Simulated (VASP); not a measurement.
Input of a VASP 6.6.1 run:

Contents of POSCAR:

```
MoS2                                    
1.0
    3.1531462911      0.0000000000      0.0000000000
   -1.5765731456      2.7307047855      0.0000000000
    0.0000000000      0.0000000000     21.1302960000
  S               Mo            
     2     1
Direct
     0.3333333300000021    0.6666666699999979    0.4258408315267204
     0.3333333300000021    0.6666666699999979    0.5741591684732796
     0.6666666699999979    0.3333333300000021    0.5000000000000000
```

File INCAR.step1:

```
ALGO     = Normal         # electronic algorithm
DIPOL    = 0.5 0.5 0.500
EDIFF    = 1E-5           # SCF threshold, eV
ENCUT    = 520            # plane-wave cutoff, eV
GGA      = PE             # functional
IDIPOL   = 3            
ISIF     = 2              # what is computed and relaxed
ISMEAR   = 0              # smearing method
KPAR     = 8            
LASPH    = True           # aspherical terms in the spheres
LCHARG   = False          # write CHGCAR
LDIPOL   = True         
LMAXMIX  = 4              # l up to which the mixer works
LREAL    = False          # projectors in reciprocal space
LVACPOTAV= True         
LVHAR    = True         
LWAVE    = True           # write WAVECAR
NBANDS   = 20             # bands
NELM     = 80             # most SCF steps
PREC     = Accurate       # precision mode
SIGMA    = 0.03           # smearing width, eV
```

INCAR.step2

```
ALGO     = Normal         # electronic algorithm
DIPOL    = 0.5 0.5 0.500
EDIFF    = 1E-6           # SCF threshold, eV
ENCUT    = 520            # plane-wave cutoff, eV
GGA      = PE             # functional
HFSCREEN = 0.2            # screening, 1/A
IDIPOL   = 3            
ISIF     = 2              # what is computed and relaxed
ISMEAR   = 0              # smearing method
ISTART   = 1            
KPAR     = 8            
LASPH    = True           # aspherical terms in the spheres
LCHARG   = False          # write CHGCAR
LDIPOL   = True         
LHFCALC  = True           # exact exchange
LMAXMIX  = 4              # l up to which the mixer works
LREAL    = False          # projectors in reciprocal space
LVACPOTAV= True         
LVHAR    = True         
LWAVE    = False          # write WAVECAR
NBANDS   = 20             # bands
NELM     = 80             # most SCF steps
PREC     = Accurate       # precision mode
PRECFOCK = Fast         
SIGMA    = 0.03           # smearing width, eV
```

The input KPOINTS:

```
k-points
0
Gamma
  9 9 1
```

KPOINTS_OPT

```
explicit points
3
Reciprocal
 0.0000000000  0.0000000000  0.0000000000 1
 0.5000000000  0.0000000000  0.0000000000 1
 0.3333333300  0.3333333300  0.0000000000 1
```

Potentials or basis: VASP PAW PBE potentials, release 64 (S, Mo_sv).

Run with:

```console
$ cat potpaw_PBE.64/S/POTCAR potpaw_PBE.64/Mo_sv/POTCAR > POTCAR
$ cp INCAR.step1 INCAR
$ mpirun -np 8 vasp_std > vasp.out
$ cp INCAR.step2 INCAR
$ mpirun -np 8 vasp_std > vasp.out
```

What does it give for the ionisation potential of the upper face?

6.31 eV.

Predict the band gap on the k mesh.

2.27 eV, direct.

What does it give for the largest force?

0.450 eV/Å.

Forces on the atoms (eV/Å):
```
S    0.000  0.000  0.450
S    0.000  0.000 -0.450
Mo   0.000  0.000  0.000
```

Caveat: the PAW data sets were made with another functional, which shifts forces and pressure a little.
